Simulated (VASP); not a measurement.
# Ge, self-consistent run: which settings are enough?

Ge, P-1 (no. 2), 2 atoms in the cell. PBE; PAW potentials Ge_d (PBE set). VASP 6.6.1. The atoms are moved at random off their ideal places.

Wanted: energy within 1 meV/atom; forces within 0.005 eV/Å; pressure within 0.1 GPa.

POSCAR:
```
Ge
1.0
    0.0000000000      2.8289100000      2.8289100000
    2.8289100000      0.0000000000      2.8289100000
    2.8289100000      2.8289100000      0.0000000000
Ge
2
Direct
    0.7475720000      0.7528100000      0.7478460000
    0.4956110000      0.5029590000      0.5022330000
```

## FFT grids and symmetry tolerance typed by hand

| FFT grids and symmetry tolerance typed by hand | Energy less reference (meV/atom) | Forces, largest deviation (eV/Å) | Pressure (GPa) | SCF iterations | Time (s) |
|---|---|---|---|---|---|
| default | 0.0 | 0.0000 | 3.27 | 12 | 87 |
| NGX, NGY, NGZ = 34, 34, 34 | 0.0 | 0.0002 | 3.27 | 12 | 163 |
| NGX, NGY, NGZ = 22, 22, 22 | 0.0 | 0.0004 | 3.28 | 12 | 46 |
| NGX, NGY, NGZ = 18, 18, 18 | -0.2 | 0.0026 | 3.28 | 12 | 31 |
| NGX, NGY, NGZ = 16, 16, 16 | -3.0 | 0.0024 | 3.38 | 12 | 20 |
| NGXF, NGYF, NGZF = 40, 40, 40 | -0.2 | 0.0017 | 3.25 | 12 | 107 |
| NGXF, NGYF, NGZF = 80, 80, 80 | 0.0 | 0.0005 | 3.27 | 12 | 100 |
| SYMPREC = 0.001 | 0.1 | 0.0120 | 3.28 | 12 | 52 |
| SYMPREC = 1e-08 | 0.0 | 0.0000 | 3.27 | 12 | 96 |
| EWALD_CUTOFF = 2.0 | -3695.8 | 0.3132 | -106.65 | 12 | 99 |
| EWALD_CUTOFF = 8.0 | 0.0 | 0.0000 | 3.27 | 12 | 80 |

Chosen: NGX, NGY, NGZ = 22, 22, 22, the fastest of those that stay within half of the tolerance.

## The input

INCAR:
```
SYSTEM = Ge
PREC = Accurate ; ENCUT = 400
EDIFF = 1E-7 ; ISMEAR = 0
SIGMA = 0.02 ; LREAL = .False.
LASPH = .True. ; ALGO = Normal
NELM = 100 ; ISIF = 2
LWAVE = .False. ; LCHARG = .False.
NGX = 22 ; NGY = 22
NGZ = 22
```

KPOINTS:
```
k-points
0
Gamma
  7 7 7
```

Commands:
```
cat potpaw_PBE.64/Ge_d/POTCAR > POTCAR
mpirun -np 1 vasp_std > vasp.out
```

The chosen input took VASP 6.6.1 46 s on 1 core (Intel Xeon Platinum 8488C (Sapphire Rapids)), a shared host.

## An input that fails: an FFT grid typed too coarse

It runs to its end, but against the unchanged starting input it is off by 358.9 meV/atom in the energy, 0.0272 eV/Å in the forces, 13.09 GPa in the pressure.

Changes against the starting input:
```
+ NGX = 10
+ NGY = 10
+ NGZ = 10
```
